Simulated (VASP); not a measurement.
AlN:

```
Al N
1.0
     3.11310    0.00000    0.00000
    -1.55655    2.69603    0.00000
     0.00000    0.00000    4.98181
Al N
2 2
Cartesian
  0.0000 1.7974 4.9768
  1.5566 0.8987 2.4859
  0.0000 1.7974 1.8981
  1.5566 0.8987 4.3890
```

Program: VASP 6.6.1. Alike in all runs: task band structure; no spin polarisation; cell as given; k mesh 12 × 12 × 6; cutoff (eV) 520; smearing gaussian 0.03 eV.

Question: Order these runs on this cell by their band gap on the k mesh, lowest first.
A. level r2SCAN; potentials or basis VASP PAW PBE potentials, release 64 (Al, N)
B. level LDA; potentials or basis VASP PAW LDA potentials, release 64 (Al, N)
C. level TB-mBJ; potentials or basis VASP PAW PBE potentials, release 64 (Al, N)

Answer: B (4.21 eV), A (4.87 eV), C (5.35 eV).

Runs at the PBE level aren't shown here.
